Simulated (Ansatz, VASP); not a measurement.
# One calculation of W, two programs

The input POSCAR:

```
W
1.0
    0.0000000000      2.0909000000      2.0909000000
    2.0909000000      0.0000000000      2.0909000000
    2.0909000000      2.0909000000      0.0000000000
W
1
Direct
    0.0000000000      0.0000000000      0.0000000000
```

File INCAR.step1:

```
PREC = Accurate ; ENCUT = 520
ISMEAR = 0 ; SIGMA = 0.15
LREAL = F ; LASPH = T
NELM = 100 ; NBANDS = 13
GGA = PE ; ALGO = Normal
EDIFF = 1E-4 ; LWAVE = T
LCHARG = F
```

INCAR.step2

```
PREC = Accurate ; ENCUT = 520
EDIFF = 1E-7 ; ISMEAR = 0
SIGMA = 0.15 ; LREAL = F
LASPH = T ; NELM = 100
ALGO = Normal ; ISIF = 2
LWAVE = F ; LCHARG = F
METAGGA = R2SCAN ; LMIXTAU = T
NBANDS = 13 ; ISTART = 1
```

The input KPOINTS:

```
regular mesh
0
Gamma
  20 20 20
```

Input for Ansatz:

```yaml
crystal:
  lattice:
    - [0.0, 2.0909, 2.0909]
    - [2.0909, 0.0, 2.0909]
    - [2.0909, 2.0909, 0.0]
  atoms:
    - { symbol: W, position: [0.0, 0.0, 0.0] }
basis:
  ecutwfc: 500
kpoints:
  mp_grid: { grid: [20, 20, 20] }
hamiltonian:
  xc: r2scan
scf:
  occupations: { method: gaussian, width: 0.15 }
output:
  forces: true
  stress: true
  eigenvalues: true
```

Change from the starting cell: strain +0.030 along x and y, +0.030 along z, atoms carried along.

Alike in both runs: task single point; functional r2SCAN; k mesh 20 × 20 × 20; occupations gaussian, width 0.15 eV; no spin polarisation.

|  | VASP | Ansatz |
| --- | --- | --- |
| version | VASP 6.6.1 | Ansatz 0.2.0 |
| potentials or method | VASP PAW PBE potentials, release 64 (W_sv) | scalar-relativistic, plane waves, PAW |
| plane-wave cutoff (eV) | 520 | 500 |
| valence electrons in the cell | 14 | 14 |

|  | VASP | Ansatz | Ansatz less VASP |
| --- | --- | --- | --- |
| gap on the k mesh at the Fermi level (eV) | none | none | - |
| pressure (GPa) | -27.6 | -28.2 | -0.59 |

A gap of «none» marks a metal or a gap that the smearing closes.

Caveats: so large a pressure means that the cell lies far from this level's equilibrium, or that cutoff or potentials fall short (VASP); the potentials were made for another functional, which shifts forces and pressure (VASP). Spin-orbit coupling is left out, which matters for the levels of W.
